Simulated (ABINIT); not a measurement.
The system is Ti.

```
Ti
1.0
     4.56737    0.00000    0.00000
    -2.28369    3.95546    0.00000
     0.00000    0.00000    2.82624
Ti
3
Cartesian
  2.2837 1.3185 1.4131
  0.0000 2.6370 1.4131
  0.0000 0.0000 0.0000
```

This isn't the form of Ti at room conditions, which is hcp.

```yaml
Program: ABINIT 10.8.3 (patched build)
Task: relaxation of cell and atoms
Functional: LDA
Potentials_or_basis: JTH PAW LDA v2.0
Cutoff: 408 eV
k_mesh: 7 × 7 × 9
Occupations: fermi-dirac, width 0.05 eV
Spin: no spin polarisation
```

At the start: pressure -7.7 GPa; volume 17.02 Å³/atom.

Question: How do energy, volume and symmetry change on relaxing?

Answer: Over 6 steps the energy falls by 28.8 meV/atom and the volume is 15.89 Å³/atom (-6.6 %); space group P6/mmm (No. 191, to 0.05 Å).

The path:
| step | energy change (eV) | largest force (eV/Å) | pressure (GPa) | volume (Å³) |
| --- | --- | --- | --- | --- |
| 1 | 0.0000 | 0.0000 | -7.73 | 51.06 |
| 2 | -0.0489 | 0.0000 | -5.28 | 49.86 |
| 3 | -0.0862 | 0.0000 | 0.42 | 47.52 |
| 4 | -0.0864 | 0.0000 | -0.01 | 47.68 |
| 5 | -0.0865 | 0.0000 | -0.03 | 47.69 |
| 6 | -0.0865 | 0.0000 | -0.02 | 47.68 |

Final structure:
```xyz
3
Lattice="4.4566 0.0000 0.0000 -2.2283 3.8595 0.0000 0.0000 0.0000 2.7719" Properties=species:S:1:pos:R:3 pbc="T T T"
Ti    2.2283    1.2865    1.3860
Ti    0.0000    2.5730    1.3860
Ti    0.0000    0.0000    0.0000
```
